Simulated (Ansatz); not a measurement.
# PbSe: the cost of one run

Program: Ansatz 0.2.0. Level of theory: DFT PBE+D3(BJ), scalar-relativistic, plane waves, PAW. These are calculated values, not measurements.

That is the level of the relaxation; later steps name their own.

## (1) The system as given

Symmetry: Pnma, No. 62, orthorhombic system. Conventional cell: a = 12.219 Å, b = 4.323 Å, c = 4.925 Å, α = 90.00°, β = 90.00°, γ = 90.00°. Pb (site symmetry m) has 3 Se at 2.90 Å as nearest neighbours. Around Se (site symmetry m) lie 3 Pb at 2.90 Å.

Coordinates:

```
Pb Se
1.0
    12.21945    0.00000    0.00000
     0.00000    4.32258    0.00000
     0.00000    0.00000    4.92458
Pb Se
4 4
Direct
  0.61879 0.75000 0.37655
  0.88121 0.25000 0.87655
  0.38121 0.25000 0.62345
  0.11879 0.75000 0.12345
  0.14855 0.25000 0.50918
  0.64855 0.25000 0.99082
  0.35145 0.75000 0.00918
  0.85145 0.75000 0.49082
```

(A quick probe on a coarse mesh, which set the mesh and smearing, is not shown.)

## (3) The relaxation

input.yaml

```yaml
crystal:
  lattice:
    - [12.21945253, 0.0, 0.0]
    - [0.0, 4.32257765, 0.0]
    - [0.0, 0.0, 4.92457626]
  atoms:
    - { symbol: Pb, position: [0.61878685, 0.75, 0.3765543] }
    - { symbol: Pb, position: [0.88121315, 0.25, 0.8765543] }
    - { symbol: Pb, position: [0.38121315, 0.25, 0.6234457] }
    - { symbol: Pb, position: [0.11878685, 0.75, 0.1234457] }
    - { symbol: Se, position: [0.14855303, 0.25, 0.5091818] }
    - { symbol: Se, position: [0.64855303, 0.25, 0.9908182] }
    - { symbol: Se, position: [0.35144697, 0.75, 0.0091818] }
    - { symbol: Se, position: [0.85144697, 0.75, 0.4908182] }
basis:
  ecutwfc: 420
kpoints:
  mp_grid: { grid: [4, 6, 6] }
hamiltonian:
  xc: pbe
  dispersion: d3bj
scf:
  occupations: { method: gaussian, width: 0.02 }
output:
  forces: true
  stress: true
  eigenvalues: true
relax:
  adjacent_minimum: "off"
  f_tol: 0.005
  max_steps: 80
  cell: { stress_tol: 0.05 }
```

Started as:

```sh
$ ansatz run input.yaml --threads 4 --pin off --max-ram 10240MiB --backend cpu --events-out ev --progress --plain --runs-dir out
```

What time and memory should one allow on 4 threads of Intel Xeon at 2.50GHz (Skylake/Cascade Lake), shared host?

About 6.9 min, with a peak of 1.2 GiB.
